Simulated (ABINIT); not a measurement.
Planning a run of ABINIT 10.8.3 on CdS (Hawleyite). The input:

```
acell 3*1.0 Angstrom
rprim 
  -0.000000000000 2.916500000000 2.916500000000
  2.916500000000 -0.000000000000 2.916500000000
  2.916500000000 2.916500000000 -0.000000000000
ntypat 2
znucl 48 16
natom 2
typat 1 2
xred 
  0.000000000000 0.000000000000 0.000000000000
  0.250000000000 0.250000000000 0.250000000000
pp_dirpath "pseudos"
pseudos "Cd.upf, S.upf"
ecut 47
ngkpt 4 4 4
nshiftk 1
shiftk 0 0 0
kptopt 1
chksymbreak 0
istwfk *1
occopt 1
irdwfk 1
optdriver 4
nband 285
gwcalctyp 0
ecutsigx 47
symsigma 1
nkptgw 8
kptgw 
  0.0000000000 0.0000000000 0.0000000000
  0.2500000000 0.0000000000 0.0000000000
  0.5000000000 0.0000000000 0.0000000000
  0.2500000000 0.2500000000 0.0000000000
  0.5000000000 0.2500000000 0.0000000000
  -0.2500000000 0.2500000000 0.0000000000
  0.5000000000 0.5000000000 0.0000000000
  -0.2500000000 0.5000000000 0.2500000000
bdgw 
  6 23
  6 23
  6 23
  6 23
  6 23
  6 23
  6 23
  6 23
ecuteps 9
irdscr 1
ppmodel 1
indata_prefix "in"
outdata_prefix "out"
tmpdata_prefix "tmp"
```

```sh
OMP_NUM_THREADS=1 mpirun -n 4 abinit run.abi > log
```

Q: How long will it take on 4 MPI ranks of Arm Neoverse V1, shared host, and how much memory?

It took 27 min; on shared hardware allow 14 min to 55 min. Peak host memory was 2.9 GiB.

[Paths, hosts, dates, memory and timing lines, banners, echoed tables and standing remarks are left out of the program output.]

[Logs are printed without paths, hosts, clocks, repeated set-up lines and the standing remarks that a program may print on its own settings, such as how far it seeks lower states.]

[Runs of the session that timed out or met a known fault of the program may be left out.]

[Hosts, paths, dates, database ids (printed as entryN), source tags and the programs' standing remarks are cut or masked in the printed files.]

[G0W0 gaps are taken among the corrected bands and points alone; a level outside them can change the order at an edge.]

[Where Ansatz stands beside ABINIT at settings called matched, ABINIT's density can come from a denser mesh and the files from another edition; pairs whose starting gaps differed by over 0.03 eV were left out, so agreement reads better than it is.]
